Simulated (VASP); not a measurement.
The system is SnO.

```
Sn O
1.0
     3.81370    0.00000    0.00000
     0.00000    3.81370    0.00000
     0.00000    0.00000    4.88691
Sn O
2 2
Direct
  0.50000 0.00000 0.76463
  0.00000 0.50000 0.23537
  0.00000 0.00000 0.00000
  0.50000 0.50000 0.00000
```

The cell is a database's computed one.

Program: VASP 6.6.1. Alike in all runs: task single point; no spin polarisation; cell as given; k mesh 7 × 7 × 6; cutoff (eV) 520.

Task: Order these runs on this cell by their pressure, lowest first.
A. level PBEsol; potentials or basis VASP PAW PBE potentials, release 64 (Sn_d, O); smearing fermi-dirac 0.05 eV; ladder free
B. level LDA; potentials or basis VASP PAW LDA potentials, release 54 (Sn_d, O); smearing gaussian 0.1 eV
C. level PBE; potentials or basis VASP PAW PBE potentials, release 64 (Sn_d, O); smearing gaussian 0.024 eV

Result: B (-3.0 GPa), A (-0.3 GPa), C (3.8 GPa).

Caveats: the PAW data sets were made with another functional, which shifts forces and pressure a little (some runs).

Not every run made on this cell is shown here.
